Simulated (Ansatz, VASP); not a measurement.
# CdTe: VASP beside Ansatz

INCAR

```
SYSTEM = CdTe
  PREC = Accurate
  ENCUT = 520
  EDIFF = 1E-6
  ISMEAR = 0
  SIGMA = 0.05
  LREAL = .FALSE.
  LASPH = .TRUE.
  NELM = 100
  ALGO = Normal
  ISIF = 2
  LWAVE = .FALSE.
  LCHARG = .TRUE.
  GGA = PS
  LELF = .TRUE.
  LVHAR = .TRUE.
  NBANDS = 16
```

Contents of KPOINTS:

```
Automatic mesh
0
G
  8 8 8
  0 0 0
```

Contents of POSCAR:

```
CdTe
1.0
    0.0000000000      2.8908192271      4.0876183871
    2.8908192271      0.0000000000      4.0876183871
    2.8908192271      2.8908192271      0.0000000000
Cd Te
1 1
Direct
    0.0000000000      0.0000000000      0.0000000000
    0.7500000000      0.7500000000      0.7500000000
```

Input for Ansatz:

```yaml
crystal:
  lattice:
    - [0.0, 2.8908192271, 4.0876183871]
    - [2.8908192271, 0.0, 4.0876183871]
    - [2.8908192271, 2.8908192271, 0.0]
  atoms:
    - { symbol: Cd, position: [0.0, 0.0, 0.0] }
    - { symbol: Te, position: [0.75, 0.75, 0.75] }
basis:
  ecutwfc: 420
kpoints:
  mp_grid: { grid: [8, 8, 8] }
hamiltonian:
  xc: pbesol
scf:
  occupations: { method: gaussian, width: 0.05 }
output:
  forces: true
  stress: true
  eigenvalues: true
  write_density: true
  write_potential: true
  elf: true
  volumetric_format: npy
```

Alike in both runs: task single point; functional PBEsol; k mesh 8 × 8 × 8; occupations gaussian, width 0.05 eV; no spin polarisation.

|  | VASP | Ansatz |
| --- | --- | --- |
| version | VASP 6.6.1 | Ansatz 0.2.0 |
| potentials or method | VASP PAW PBE potentials, release 64 (Cd, Te) | scalar-relativistic, plane waves, PAW |
| plane-wave cutoff (eV) | 520 | 420 |
| valence electrons in the cell | 18 | 36 |

VASP gave:

| Property | Result |
| --- | --- |
| gap on the k mesh at the Fermi level (eV) | none |
| pressure (GPa) | -1.2 |
| largest component of the traceless stress (GPa) | 6.91 |

Q: Estimate Ansatz's values.

A: gap on the k mesh at the Fermi level (eV): none; pressure (GPa): -1.4; largest component of the traceless stress (GPa): 6.94.

A gap of «none» marks a metal or a gap that the smearing closes. The two sets of potentials don't hold the same shells in valence.

Caveats: the PAW data sets were made with another functional, which shifts forces and pressure a little (VASP). Spin-orbit coupling is left out, which matters for the levels of Te.
